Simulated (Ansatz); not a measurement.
## Sb: single point with HSE06 form with a typed share of exact exchange

The system is Sb.

```
Sb
1.0
     3.35453    0.00000    0.00000
    -1.67727    2.90511    0.00000
     0.00000    0.00000    5.47016
Sb
2
Direct
  0.66667 0.33333 0.75000
  0.33333 0.66667 0.25000
```

This isn't the form of Sb at room conditions, which is rhombohedral.

```json
{
  "Program": "Ansatz 0.2.0",
  "Task": "single point",
  "Functional": "HSE06 form with a typed share of exact exchange",
  "Potentials or basis": "Ansatz PAW",
  "Cutoff": "420 eV (not typed: the program's choice for these potentials)",
  "k mesh": "5 × 5 × 3",
  "Occupations": "fermi-dirac, width 0.05 eV",
  "Spin": "no spin polarisation",
  "Screening (1/Å)": "0.2",
  "Share of exact exchange": "0.5"
}
```

The pressure is -4.1 GPa. The band gap on the k mesh is none (metal or under the smearing width).

Stress tensor (GPa, compression positive):
```
-6.17  0.00  0.00
 0.00 -6.17  0.00
 0.00  0.00 -0.05
```

Levels at points of the mesh, in eV from the Fermi level:
| k point | band 11 | band 12 | band 13 | band 14 | band 15 | band 16 | band 17 | band 18 | band 19 |
| --- | --- | --- | --- | --- | --- | --- | --- | --- | --- |
| (0.00, 0.00, 0.00) | -16.08 | -11.23 | -7.53 | 4.74 | 4.74 | 6.71 | 6.71 | 7.02 | 9.25 |

Wall time 20 s on 2 threads of Intel(R) Xeon(R) Processor @ 2.70GHz, with other jobs on the host, peak memory 0.73 GiB.

Caveat: the k mesh is coarse (spacing up to 0.43 Å⁻¹), so the values aren't converged, least of all with exact exchange; the PAW data sets come from PBE, with cores solved anew for the run's functional, which leaves a small shift of forces and pressure; the thresholds are loose for stress. The run has no spin-orbit coupling, so splittings on Sb are missing.
